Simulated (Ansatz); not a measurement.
InSb: what a change does to the field gradients

Base: a COD entry, ions relaxed with PBE at fixed cell.

```
CELL_PARAMETERS angstrom
5.35700 0.00000 0.00000
0.00000 5.71200 0.00000
0.00000 0.00000 3.06300
ATOMIC_POSITIONS crystal
In 0.00000 0.00000 0.17224
In 0.50000 0.50000 0.82776
Sb 0.50000 0.00000 0.71496
Sb 0.00000 0.50000 0.28504
```

Sites (sets of like atoms) are named by element and the number of their first atom in this list.

Computed with Ansatz: DFT, PBE, plane waves and PAW, scalar-relativistic, 420 eV cutoff, Γ-centred 9×8×15 k-points, Fermi–Dirac smearing 0.05 eV.

Gradients in 10²¹ V/m²:

| site | atoms | V_zz base | η base | V_zz variant | η variant |
| --- | --- | --- | --- | --- | --- |
| In | 1, 2 | -5.66 | 0.35 | -5.39 | 0.47 |
| Sb | 3, 4 | 12.03 | 0.95 | 12.17 | 0.98 |

(1) Which change was made?
A. volume scaled by 0.98, ions relaxed
B. volume scaled by 1.06, ions relaxed
C. z stretched by 3 %, ions relaxed
D. z compressed by 1 %, ions relaxed

Answers

(1) D. The largest change of V_zz is on In, from -5.66 to -5.39. In per cent, |V_zz| changes by -5 on In, +1 on Sb (all sites that start above 2).

The run finds no gap above 0.1 eV (a metal, or nearly one), so the gradients can move by 10 % or more with the k-mesh. Without spin–orbit coupling (the program notes it for In and Sb) the gradients can shift somewhat, as the gap is small. With these PAW files V_zz is typically within 2 to 3 % of all-electron values, but misses above 10 % occur on Sb.
For the base: At this cell the PBE pressure is 14 GPa, so with PBE the cell would grow if it were relaxed. The entry's cell may itself be off.
For the variant: At this changed cell the PBE pressure is 15 GPa.
